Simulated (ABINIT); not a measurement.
# SiO2 (P6_322) in ABINIT: reference runs

Aim: a first look at SiO2 with PBE, on the cell as given and on a disturbed one.

Program: ABINIT 10.8.3 (patched build). These are calculated values, not measurements. Logs are shortened: lines on timing, memory, paths and dates and some standing lists are left out, and cuts for length are marked. The log counts tension as positive stress, the text compression.

## (1) The crystal as given

The structure is hexagonal, space group P6_322 (No. 182). The conventional cell has a = 5.069 Å, b = 5.069 Å, c = 8.558 Å, α = 90.00°, β = 90.00°, γ = 120.00°. Si (site symmetry 3) has 4 O at 1.60 to 1.61 Å as nearest neighbours. O (site symmetry 2) has 2 Si at 1.61 Å as nearest neighbours. O (site symmetry 32) is surrounded by 2 Si at 1.60 Å.

The cell comes from a database or a generator and needn't be the stable form of this composition.

## (2) Single point, PBE

run.abi reads:

```
pp_dirpath "./"
pseudos "Si.GGA_PBE-JTH.xml, O.GGA_PBE-JTH.xml"

acell 3*1.0
rprim
     9.5791613548     0.0000000000     0.0000000000
    -4.7895806773     8.2957970802     0.0000000000
     0.0000000000     0.0000000000    16.1731993813
ntypat 2
znucl 14 8
natom 12
typat 1 1 1 1 2 2 2 2 2 2 2 2
xred
     0.3333333333     0.6666666667     0.4371258000
     0.3333333333     0.6666666667     0.0628742000
     0.6666666667     0.3333333333     0.5628742000
     0.6666666667     0.3333333333     0.9371258000
     0.4212587450     0.0000000000     0.0000000000
     0.3333333333     0.6666666667     0.2500000000
     0.6666666667     0.3333333333     0.7500000000
     0.0000000000     0.5787412550     0.5000000000
     0.5787412550     0.5787412550     0.0000000000
     0.5787412550     0.0000000000     0.5000000000
     0.4212587450     0.4212587450     0.5000000000
     0.0000000000     0.4212587450     0.0000000000

ecut 23.0
pawecutdg 45.0
pawxcdev 0
pawovlp 30

kptopt 1
ngkpt 6 6 3
nshiftk 1
shiftk 0.0 0.0 0.0

ixc 11

nband 40
occopt 3
tsmear 0.00183747

nstep 100
tolvrs 1.0e-9

iomode 3
prtwf 0
prtden 0
prteig 0
prtebands 0
```

Potentials or basis: JTH PAW PBE v2.0.

Launch:

```
mpirun --bind-to none -np 4 abinit run.abi > log 2>&1
```

run.abo:

```text
.Version 10.8.3 of ABINIT
 Symmetries : space group P6_3 2 2 (#182); Bravais hP (primitive hexag.)
================================================================================
 Values of the parameters that define the memory need of the present run
     intxc =       0    ionmov =       0      iscf =      17    lmnmax =       8
     lnmax =       4     mgfft =      72  mpssoang =       2    mqgrid =    4884
     natom =      12  nloc_mem =       2    nspden =       1   nspinor =       1
    nsppol =       1      nsym =      12    n1xccc =       1    ntypat =       2
    occopt =       3   xclevel =       2
       mpw =        6800          nfft =      145800          nkpt =          14
Pmy_natom=         3
 PAW method is used; the additional fine FFT grid is defined by:
   mgfftf=       100    nfftf =    360000
================================================================================
================================================================================

--------------------------------------------------------------------------------
------------- Echo of variables that govern the present computation ------------
--------------------------------------------------------------------------------
 -outvars: echo values of preprocessed input variables --------
            acell      1.0000000000E+00  1.0000000000E+00  1.0000000000E+00 Bohr
              amu      2.80855000E+01  1.59994000E+01
             ecut      2.30000000E+01 Hartree
              ixc          11
         kptrlatt        6    0    0      0    6    0      0    0    3
          kptrlen      4.85195981E+01
            natom          12
            nband          40
            ngfft          45      45      72
          ngfftdg          60      60     100
             nkpt          14
            nstep         100
             nsym          12
           ntypat           2
           occopt           3
        pawecutdg      4.50000000E+01 Hartree
          pawovlp      3.0000000000E+01
         pawxcdev           0
           prtden           0
        prtebands           0
           prteig           0
            prtwf           0
            rprim      9.5791613548E+00  0.0000000000E+00  0.0000000000E+00
                      -4.7895806773E+00  8.2957970802E+00  0.0000000000E+00
                       0.0000000000E+00  0.0000000000E+00  1.6173199381E+01
          spgroup         182
           tolvrs      1.00000000E-09
           tsmear      1.83747000E-03 Hartree
            typat      1  1  1  1  2  2  2  2  2  2  2  2
           useylm           1
           xangst      3.5278482602E-11  2.9266311721E+00  3.7411361473E+00
                       3.5278482602E-11  2.9266311721E+00  5.3810811980E-01
                       2.5345369426E+00  1.4633155860E+00  4.8173523869E+00
                       2.5345369426E+00  1.4633155860E+00  8.0203804144E+00
                       2.1353917031E+00  0.0000000000E+00  0.0000000000E+00
                       3.5278482602E-11  2.9266311721E+00  2.1396221335E+00
                       2.5345369426E+00  1.4633155860E+00  6.4188664006E+00
                      -1.4668410909E+00  2.5406432962E+00  4.2792442671E+00
                       1.4668410910E+00  2.5406432962E+00  0.0000000000E+00
                       2.9336821819E+00  0.0000000000E+00  4.2792442671E+00
                       1.0676958516E+00  1.8493034620E+00  4.2792442671E+00
                      -1.0676958515E+00  1.8493034620E+00  0.0000000000E+00
            xcart      6.6666670255E-11  5.5305313868E+00  7.0697227181E+00
                       6.6666670255E-11  5.5305313868E+00  1.0168769725E+00
                       4.7895806774E+00  2.7652656934E+00  9.1034766632E+00
                       4.7895806774E+00  2.7652656934E+00  1.5156322409E+01
                       4.0353054905E+00  0.0000000000E+00  0.0000000000E+00
                       6.6666670255E-11  5.5305313868E+00  4.0432998453E+00
                       4.7895806774E+00  2.7652656934E+00  1.2129899536E+01
                      -2.7719279321E+00  4.8011200134E+00  8.0865996907E+00
                       2.7719279322E+00  4.8011200134E+00  0.0000000000E+00
                       5.5438558643E+00  0.0000000000E+00  8.0865996907E+00
                       2.0176527453E+00  3.4946770668E+00  8.0865996907E+00
                      -2.0176527452E+00  3.4946770668E+00  0.0000000000E+00
[... 223 lines left out ...]
   10      0.00252553302331    -0.00000000000003    -0.00000000000000
   11     -0.00126276651166    -0.00218717575627    -0.00000000000000
   12      0.00126276651166    -0.00218717575630    -0.00000000000000
 frms,max,avg= 1.0324989E-03 2.5255330E-03   0.000E+00  0.000E+00  0.000E+00 h/b

 cartesian forces (eV/Angstrom) at end:
    1     -0.00000000000000    -0.00000000000000     0.00845112944818
    2     -0.00000000000000    -0.00000000000000    -0.00845112944818
    3     -0.00000000000000    -0.00000000000000    -0.00845112944818
    4     -0.00000000000000    -0.00000000000000     0.00845112944818
    5     -0.12986812962665     0.00000000000157    -0.00000000000000
    6     -0.00000000000000    -0.00000000000000    -0.00000000000000
    7     -0.00000000000000    -0.00000000000000    -0.00000000000000
    8     -0.06493406481332     0.11246909939952    -0.00000000000000
    9      0.06493406481332     0.11246909939796    -0.00000000000000
   10      0.12986812962665    -0.00000000000157    -0.00000000000000
   11     -0.06493406481332    -0.11246909939796    -0.00000000000000
   12      0.06493406481332    -0.11246909939952    -0.00000000000000
 frms,max,avg= 5.3093229E-02 1.2986813E-01   0.000E+00  0.000E+00  0.000E+00 e/A
 length scales=  1.000000000000  1.000000000000  1.000000000000 bohr
              =  0.529177210544  0.529177210544  0.529177210544 angstroms
 Fermi (or HOMO) energy (hartree) =   0.11085   Average Vxc (hartree)=  -0.28740
 Eigenvalues (hartree) for nkpt=  14  k points:
 kpt#   1, nband= 40, wtk=  0.00926, kpt=  0.0000  0.0000  0.0000 (reduced coord)
  -0.73592   -0.72103   -0.68440   -0.66037   -0.65986   -0.65986   -0.65945   -0.65945
  -0.38082   -0.33516   -0.26250   -0.23505   -0.23374   -0.23374   -0.22659   -0.22659
  -0.13266   -0.11527   -0.11527   -0.10319   -0.10319   -0.09344   -0.09103   -0.09103
  -0.09003   -0.09003   -0.05102   -0.05102   -0.04620   -0.04437   -0.02203   -0.02203
   0.18433    0.26656    0.28454    0.30515    0.32417    0.32417    0.33787    0.35406
      occupation numbers for kpt#   1
   2.00000    2.00000    2.00000    2.00000    2.00000    2.00000    2.00000    2.00000
   2.00000    2.00000    2.00000    2.00000    2.00000    2.00000    2.00000    2.00000
   2.00000    2.00000    2.00000    2.00000    2.00000    2.00000    2.00000    2.00000
   2.00000    2.00000    2.00000    2.00000    2.00000    2.00000    2.00000    2.00000
   0.00000    0.00000    0.00000    0.00000    0.00000    0.00000    0.00000    0.00000
 prteigrs : prtvol=0 or 1, do not print more k-points.

--- !EnergyTerms
iteration_state     : {dtset: 1, }
comment             : Components of total free energy in Hartree
kinetic             :  6.91605927584926E+01
hartree             :  6.87978310188726E+01
xc                  : -3.36924695234963E+01
Ewald energy        : -7.10931591097811E+01
psp_core            :  2.77188596247554E+00
local_psp           : -1.97472716477436E+02
PAW spherical_terms :  1.57621263327848E+01
internal            : -1.45765909038087E+02
'-kT*entropy'       :  5.01309386418831E-15
total_energy        : -1.45765909038087E+02
total_energy_eV     : -3.96649245233193E+03
...

--- !EnergyTermsDC
iteration_state     : {dtset: 1, }
comment             : '"Double-counting" decomposition of free energy'
band_energy         : -1.77574952663653E+01
Ewald energy        : -7.10931591097811E+01
psp_core            :  2.77188596247554E+00
xc_dc               : -6.43114946358118E+01
PAW spherical_terms :  4.62435848049143E+00
internal            : -1.45765904568991E+02
'-kT*entropy'       :  5.01309386418831E-15
total_energy_dc     : -1.45765904568991E+02
total_energy_dc_eV  : -3.96649233072163E+03
...

--- !EnergyTermsWithPAWCore
iteration_state     : {dtset: 1, }
comment             : 'Components of total free energy, including PAW core contributions'
Total energy        : -1.76285939422303E+03
Total energy DC     : -1.76285938975393E+03
Total energy (eV)   : -4.79698478735588E+04
Total energy DC (eV): -4.79698477519485E+04
...

 Cartesian components of stress tensor (hartree/bohr^3)
  sigma(1 1)= -8.32722802E-05  sigma(3 2)=  0.00000000E+00
  sigma(2 2)= -8.32722802E-05  sigma(3 1)=  0.00000000E+00
  sigma(3 3)= -8.24546083E-05  sigma(2 1)= -2.49939255E-14

-Cartesian components of stress tensor (GPa)         [Pressure=  2.4419E+00 GPa]
- sigma(1 1)= -2.44995507E+00  sigma(3 2)=  0.00000000E+00
- sigma(2 2)= -2.44995507E+00  sigma(3 1)=  0.00000000E+00
- sigma(3 3)= -2.42589833E+00  sigma(2 1)= -7.35346677E-10

== END DATASET(S) ==============================================================
================================================================================

 -outvars: echo values of variables after computation  --------
            acell      1.0000000000E+00  1.0000000000E+00  1.0000000000E+00 Bohr
           etotal     -1.4576590457E+02
            fcart     -3.6140014848E-20 -7.2280128214E-20  1.6434830137E-04
                      -3.6140058024E-20 -7.2280136523E-20 -1.6434830137E-04
                      -3.6140158768E-20 -7.2280161451E-20 -1.6434830137E-04
                      -3.6140101200E-20 -7.2280161451E-20  1.6434830137E-04
                      -2.5255330233E-03  3.0443650821E-14 -2.2587545926E-21
                      -3.6140072388E-20 -7.2280144849E-20 -2.2587545260E-21
                      -3.6140072444E-20 -7.2280144816E-20 -2.2587545260E-21
                      -1.2627665117E-03  2.1871757563E-03 -2.2587545926E-21
                       1.2627665117E-03  2.1871757563E-03 -2.2587545260E-21
                       2.5255330233E-03 -3.0443144860E-14 -2.2587544594E-21
                      -1.2627665117E-03 -2.1871757563E-03 -2.2587545260E-21
                       1.2627665117E-03 -2.1871757563E-03 -2.2587544594E-21
            rprim      9.5791613548E+00  0.0000000000E+00  0.0000000000E+00
                      -4.7895806773E+00  8.2957970802E+00  0.0000000000E+00
                       0.0000000000E+00  0.0000000000E+00  1.6173199381E+01
           strten     -8.3272280207E-05 -8.3272280204E-05 -8.2454608289E-05
                       0.0000000000E+00  0.0000000000E+00 -2.4993925541E-14
           xangst      3.5278482602E-11  2.9266311721E+00  3.7411361473E+00
                       3.5278482602E-11  2.9266311721E+00  5.3810811980E-01
                       2.5345369426E+00  1.4633155860E+00  4.8173523869E+00
                       2.5345369426E+00  1.4633155860E+00  8.0203804144E+00
                       2.1353917031E+00  0.0000000000E+00  0.0000000000E+00
                       3.5278482602E-11  2.9266311721E+00  2.1396221335E+00
                       2.5345369426E+00  1.4633155860E+00  6.4188664006E+00
                      -1.4668410909E+00  2.5406432962E+00  4.2792442671E+00
                       1.4668410910E+00  2.5406432962E+00  0.0000000000E+00
                       2.9336821819E+00  0.0000000000E+00  4.2792442671E+00
                       1.0676958516E+00  1.8493034620E+00  4.2792442671E+00
                      -1.0676958515E+00  1.8493034620E+00  0.0000000000E+00
             xred      3.3333333333E-01  6.6666666667E-01  4.3712580000E-01
                       3.3333333333E-01  6.6666666667E-01  6.2874200000E-02
                       6.6666666667E-01  3.3333333333E-01  5.6287420000E-01
                       6.6666666667E-01  3.3333333333E-01  9.3712580000E-01
                       4.2125874500E-01  0.0000000000E+00  0.0000000000E+00
                       3.3333333333E-01  6.6666666667E-01  2.5000000000E-01
                       6.6666666667E-01  3.3333333333E-01  7.5000000000E-01
                       1.1864940509E-27  5.7874125500E-01  5.0000000000E-01
                       5.7874125500E-01  5.7874125500E-01  0.0000000000E+00
                       5.7874125500E-01  0.0000000000E+00  5.0000000000E-01
                       4.2125874500E-01  4.2125874500E-01  5.0000000000E-01
                      -1.1784482860E-27  4.2125874500E-01  0.0000000000E+00
 Calculation completed.
```

Wall time 2.4 min (4 MPI ranks of Arm Neoverse N1, shared host); peak memory 0.8 GiB.

What came out:

```
Free energy            : -3966.4923 eV
Pressure               : 2.4 GPa
Largest force          : 0.130 eV/Å
Band gap on the k mesh : 5.60 eV, indirect (least direct gap 5.62 eV)
```

Forces in eV/Å, atoms in the order of the input:
```
Si   0.000  0.000  0.008
Si   0.000  0.000 -0.008
Si   0.000  0.000 -0.008
Si   0.000  0.000  0.008
O   -0.130  0.000  0.000
O    0.000  0.000  0.000
O    0.000  0.000  0.000
O   -0.065  0.112  0.000
O    0.065  0.112  0.000
O    0.130  0.000  0.000
O   -0.065 -0.112  0.000
O    0.065 -0.112  0.000
```

Caveat: an odd mesh through Γ misses points on the zone boundary, where band edges often lie; the atomic spheres overlap.

[end of part 1 of 2]
